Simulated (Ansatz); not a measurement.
# BaTe (P6_3/mmc, relaxed from the wurtzite prototype): the dielectric function from several functionals

Aim: the dielectric function of BaTe (P6_3/mmc, relaxed from the wurtzite prototype) in the independent-particle picture, and how it depends on the functional and on the gap. Plan: HSE06 for the gap; optics with PBE on 6×6×4; optics with LDA on 6×6×4.

Method: plane waves, PAW; no local fields, no excitons, in Ansatz 0.2.0.

3 further runs of the same task are left out: 3 that didn't finish.

### Step 1. The system as given

Symmetry: P6_3/mmc, No. 194, hexagonal system. The conventional cell has a = 5.972 Å, b = 5.972 Å, c = 7.004 Å, α = 90.00°, β = 90.00°, γ = 120.00°. Ba (site symmetry -6m2) has 5 Te at 3.45 to 3.50 Å as nearest neighbours. Around Te (site symmetry -6m2) lie 5 Ba at 3.45 to 3.50 Å.

Coordinates:

```
CELL_PARAMETERS angstrom
5.97218 0.00000 0.00000
-2.98609 5.17206 0.00000
0.00000 0.00000 7.00369
ATOMIC_POSITIONS crystal
Ba 0.33333 0.66667 0.93750
Ba 0.66667 0.33333 0.43750
Te 0.33333 0.66667 0.43750
Te 0.66667 0.33333 0.93750
```

Cell and atoms come from an earlier r2SCAN relaxation. No run includes spin-orbit coupling, which matters for Ba, Te.

### Step 2. The gap to aim at

Input file input.yaml:

```yaml
crystal:
  lattice:
    - [5.9721823866, 0.0, 0.0]
    - [-2.9860911933, 5.1720616628, 0.0]
    - [0.0, 0.0, 7.0036862921]
  atoms:
    - { symbol: Ba, position: [0.3333333333, 0.6666666667, -0.0625] }
    - { symbol: Ba, position: [0.6666666667, 0.3333333333, 0.4375] }
    - { symbol: Te, position: [0.3333333333, 0.6666666667, 0.4375] }
    - { symbol: Te, position: [0.6666666667, 0.3333333333, 0.9375] }
kpoints:
  mp_grid: { grid: [6, 6, 2] }
  band_path:
    path:
      - [0.0, 0.0, 0.0]
      - [0.5, 0.0, 0.0]
      - [0.3333333333, 0.3333333333, 0.0]
      - [0.0, 0.0, 0.5]
      - [0.5, 0.0, 0.5]
      - [0.3333333333, 0.3333333333, 0.5]
    npoints: 1
hamiltonian:
  xc: hse06
scf:
  occupations: { method: fixed }
  n_extra_bands: 5
output:
  forces: true
  stress: true
  eigenvalues: true
  write_density: true
  write_potential: true
  elf: true
  volumetric_format: npy
```

On the command line:

```console
$ ansatz run input.yaml --threads 4 --pin off --max-ram 3686MiB --backend cpu --events-out ev --progress --plain --runs-dir out
```

Further steps of the session: Optics, PBE; Optics, LDA.

Before running them: what should the planned runs give, taken together? Wanted: ε∞, PBE; ε∞, LDA; tallest peak of ε₂, PBE; tallest peak of ε₂, LDA; HSE06 direct gap.

As calculated:

| quantity | value |
| --- | --- |
| ε∞, PBE | 4.90 (xx, yy), 5.52 (zz) |
| ε∞, LDA | 5.12 (xx, yy), 5.80 (zz) |
| tallest peak of ε₂, PBE | 8.1 at 5.60 eV |
| tallest peak of ε₂, LDA | 8.2 at 5.50 eV |
| HSE06 direct gap | 2.95 eV |

**Reading.** From LDA to PBE the direct gap grows from 2.08 to 2.21 eV, and ε∞ goes from 5.35 to 5.11 (mean of the axes): a wider gap screens less. The response is anisotropic: with PBE ε∞ is 4.90 (xx, yy), 5.52 (zz). Local fields and excitons are left out: both change ε∞, and without excitons the onset lacks its lines.
